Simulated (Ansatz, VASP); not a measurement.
# Pb: VASP beside Ansatz

Contents of INCAR:

```
SYSTEM = Pb
ALGO = Normal
EDIFF = 1E-7
ENCUT = 520
ISIF = 2
ISMEAR = 1
LASPH = .True.
LCHARG = .False.
LREAL = .False.
LWAVE = .False.
NBANDS = 13
NELM = 60
PREC = Accurate
SIGMA = 0.3
```

The input KPOINTS:

```
k-points
0
Gamma
  11 11 11
  0 0 0
```

Contents of POSCAR:

```
Pb
1.0
    0.0000000000      2.4375492138      2.4375492138
    2.4375492138      0.0000000000      2.4375492138
    2.4375492138      2.4375492138      0.0000000000
Pb
1
Direct
    0.0000000000      0.0000000000      0.0000000000
```

Input for Ansatz:

```yaml
crystal:
  lattice:
    - [0.0, 2.4375492138, 2.4375492138]
    - [2.4375492138, 0.0, 2.4375492138]
    - [2.4375492138, 2.4375492138, 0.0]
  atoms:
    - { symbol: Pb, position: [0.0, 0.0, 0.0] }
hamiltonian:
  xc: lda
  pseudopotentials:
    kind: paw
    azcp:
      Pb: "pseudopotentials/Pb.paw.azcp"
basis:
  ecutwfc: 420
  fft_grid_basis: typed
kpoints:
  mp_grid: { grid: [11, 11, 11], shift: [0, 0, 0] }
magnetization:
  spin_polarized: false
scf:
  occupations: { method: methfessel_paxton, width: 0.3 }
  lower_state_search: "off"
output:
  stress: true
```

Alike in both runs: task single point; functional LDA; k mesh 11 × 11 × 11; occupations methfessel-paxton of order 1, width 0.3 eV; no spin polarisation.

|  | VASP | Ansatz |
| --- | --- | --- |
| version | VASP 6.6.1 | Ansatz 0.2.0 |
| potentials or method | VASP PAW LDA potentials, release 64 (Pb_d) | plane waves (420 eV) with PAW, scalar-relativistic |
| plane-wave cutoff (eV) | 520 | 420 |
| valence electrons in the cell | 14 | 14 |

|  | VASP | Ansatz | Ansatz less VASP |
| --- | --- | --- | --- |
| pressure (GPa) | 0.0 | -0.1 | -0.06 |

Ansatz warned: «pseudo_functional_mismatch».

Spin-orbit coupling is left out, which matters for the levels of Pb.
